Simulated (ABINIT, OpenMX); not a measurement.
# SrO: programs and potentials compared

```
Sr O
1.0
     0.00000    2.56630    2.56630
     2.56630    0.00000    2.56630
     2.56630    2.56630    0.00000
Sr O
1 1
Direct
  0.50000 0.50000 0.50000
  0.00000 0.00000 0.00000
```

Alike in all runs: task band structure; functional LDA; k mesh 9 × 9 × 9; occupations fermi-dirac, width 0.05 eV; no spin polarisation; no spin-orbit coupling. LDA stands for any of its common fits. Pressure is positive in compression and, in plane waves, holds the error of the finite cutoff. Gaps are the smaller of the mesh's and the band path's.

| program and potentials | plane-wave cutoff (eV) | notes | band gap (eV) | pressure (GPa) |
| --- | --- | --- | --- | --- |
| ABINIT, JTH PAW LDA v2.0 | 626 | - | 3.15 | -4.10 |
| OpenMX, OpenMX 2013 LDA set, Sr10.0-s3p2d2, O6.0-s2p2d1, grid cutoff 400 Ry | - | atomic basis | 2.73 | -4.01 |
| ABINIT, PseudoDojo NC SR LDA v0.4.1 standard | 1143 | - | 3.16 | -4.04 |
| ABINIT, PseudoDojo NC SR LDA v0.4 stringent | 1252 | - | 3.16 | -3.97 |

The band gap spans 2.73 (OpenMX, OpenMX 2013 LDA set, Sr10.0-s3p2d2, O6.0-s2p2d1, grid cutoff 400 Ry) to 3.16 eV (ABINIT, PseudoDojo NC SR LDA v0.4.1 standard). The pressure spans -4.10 (ABINIT, JTH PAW LDA v2.0) to -3.97 GPa (ABINIT, PseudoDojo NC SR LDA v0.4 stringent). The paths' points differ, which is worth about 0.01 eV. Rows in atomic bases carry the error of their basis and grid, which can be large.

Differences between rows come from potentials, basis sets and numerical settings, since the functional is the same but for its coding. Runs on potential files found faulty are left out.

The three plane-wave runs give nearly the same band gap, whether with PAW or norm-conserving potentials, while the OpenMX gap is clearly smaller at 2.73 eV. The pressures agree much better, and OpenMX falls within the plane-wave range. Pressure reflects how the occupied states respond to strain, whereas the gap also depends on the empty states, in SrO largely Sr 4d at the conduction-band edge, above a valence band of O 2p character. The low value therefore probably reflects how the local orbitals or the potentials place these two edges relative to each other.

All four gaps lie well below the measured gap of SrO. This is the usual LDA underestimate, tied to the derivative discontinuity missing from the Kohn-Sham gap, and agreement among the plane-wave runs does not remove it. The negative pressure in every row means the cell is stretched relative to the LDA equilibrium and would contract on relaxation, in line with LDA's tendency to overbind. A single volume does not show how far.
